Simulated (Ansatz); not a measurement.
BN:

```
CELL_PARAMETERS angstrom
1.25112 0.72234 3.37293
-1.25112 0.72234 3.37293
0.00000 -1.44467 3.37293
ATOMIC_POSITIONS crystal
N 0.66724 0.66724 0.66724
B 0.00033 0.00033 0.00033
```

The cell is a database's computed one.

Base run:

```yaml
Program: Ansatz 0.2.0
Functional: revPBE
Potentials_or_basis: Ansatz PAW
Cutoff: "420 eV (not typed: the program's choice for these potentials)"
k_mesh: 12 × 12 × 12
Occupations: fermi-dirac, width 0.05 eV
Spin: no spin polarisation
```

Its results: band gap on the k mesh 4.37 eV, indirect (least direct gap 4.76 eV); pressure 6.5 GPa.

Task: After a change of settings the same cell gave: band gap on the k mesh 4.19 eV, indirect (least direct gap 4.64 eV); pressure 0.7 GPa. Which change was it?
A. functional from revPBE to RPBE
B. functional from revPBE to LDA
C. functional from revPBE to PBEsol

Result: C.

PBEsol binds more tightly than revPBE, so the same cell stands under less pressure.

Caveats: the PAW data sets come from PBE, with cores solved anew for the run's functional, which leaves a small shift of forces and pressure.

Runs at the PBE level aren't shown here.
